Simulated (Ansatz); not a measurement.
A run of Ansatz 0.2.0 is set up as follows.

input.yaml

```yaml
crystal:
  lattice:
    - [1.725725178, 0.9963478961, 3.1296800121]
    - [-1.725725178, 0.9963478961, 3.1296800121]
    - [0.0, -1.9926957921, 3.1296800121]
  atoms:
    - { symbol: P, position: [0.77291975, 0.77291975, 0.77291975] }
    - { symbol: P, position: [0.22708025, 0.22708025, 0.22708025] }
hamiltonian:
  xc: r2scan
  pseudopotentials: { kind: paw }
kpoints:
  mp_grid: { grid: [9, 9, 9] }
scf:
  occupations: { method: fermi_dirac, width: 0.05 }
output:
  forces: true
  stress: true
  eigenvalues: true
relax:
  f_tol: 0.01
  max_steps: 40
  cell: { stress_tol: 0.05 }
```

Potentials or basis: Ansatz PAW.

The run is started by

```bash
$ ansatz run input.yaml --threads 2 --pin off --max-ram 5632MiB --backend cpu --events-out ev --progress --plain --runs-dir out
```

Q: What does it give for the band gap on the k mesh?

A: None (metal or under the smearing width).

Q: What does it give for the relaxed cell?

A: a = 3.711 Å, b = 3.711 Å, c = 3.711 Å, α = 55.66°, β = 55.66°, γ = 55.66°.

Q: What does it give for the relaxed volume?

A: 16.24 Å³/atom.

Step by step:
```
step  energy change (eV)  largest force (eV/Å)  volume (Å³)
   1              0.0000                0.0380        32.29
   2             -0.0006                0.0406        32.45
   3             -0.0006                0.0098        32.49
   4             -0.0007                0.0098        32.49
```

Caveat: the plane-wave basis is chosen anew once the cell has moved, so the energies of steps on either side of that aren't comparable; the PAW data sets come from PBE, with cores solved anew for the run's functional, which leaves a small shift of forces and pressure.
